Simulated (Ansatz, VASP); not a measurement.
One calculation of Gd, two programs

File INCAR:

```
PREC = Accurate
ENCUT = 520
EDIFF = 1E-7
ISMEAR = -1
SIGMA = 0.05
LREAL = F
LASPH = T
NELM = 150
ALGO = Normal
ISIF = 2
LWAVE = F
LCHARG = F
ISPIN = 2
MAGMOM = 7
LORBIT = 11
LMAXMIX = 6
GGA = PE
NBANDS = 19
```

File KPOINTS:

```
Automatic mesh
0
Gamma
  9 9 9
```

File POSCAR:

```
Gd
1.0
   -2.0250000000      2.0250000000      2.0250000000
    2.0250000000     -2.0250000000      2.0250000000
    2.0250000000      2.0250000000     -2.0250000000
Gd
1
Direct
    0.0000000000      0.0000000000      0.0000000000
```

File input.yaml:

```yaml
crystal:
  lattice:
    - [-2.025, 2.025, 2.025]
    - [2.025, -2.025, 2.025]
    - [2.025, 2.025, -2.025]
  atoms:
    - { symbol: Gd, position: [0.0, 0.0, 0.0], spin: 7.0 }
hamiltonian:
  xc: pbe
  pseudopotentials: { kind: paw }
magnetization:
  spin_polarized: true
kpoints:
  mp_grid: { grid: [9, 9, 9] }
scf:
  occupations: { method: fermi_dirac, width: 0.05 }
output:
  forces: true
  stress: true
  eigenvalues: true
  write_density: true
  write_potential: true
  elf: true
  volumetric_format: npy
```

This isn't the form of Gd at room conditions, which is hcp.

Alike in both runs: task single point; functional PBE; k mesh 9 × 9 × 9; occupations fermi-dirac, width 0.05 eV; collinear spin, ferromagnetic start.

|  | VASP | Ansatz |
| --- | --- | --- |
| version | VASP 6.6.1 | Ansatz 0.2.0 |
| potentials or method | VASP PAW PBE potentials, release 64 (Gd) | Ansatz PAW |
| plane-wave cutoff (eV) | 520 | 420 |
| valence electrons in the cell | 18 | 18 |

```csv
,VASP,Ansatz,Ansatz less VASP
gap on the k mesh at the Fermi level (eV),none,none,-
pressure (GPa),0.0,-0.1,-0.01
net moment per atom (μB),7.60,7.60,-0.007
size of the moment on the site where the two differ most (μB),6.99,7.32,+0.325
```

Site moments also hang on the region over which each program counts them. A gap of «none» marks a metal or a gap that the smearing closes.

Caveats: spin-orbit coupling is left out, which moves the levels of the heavy elements. The state reached can hang on the start; a lower one may exist.
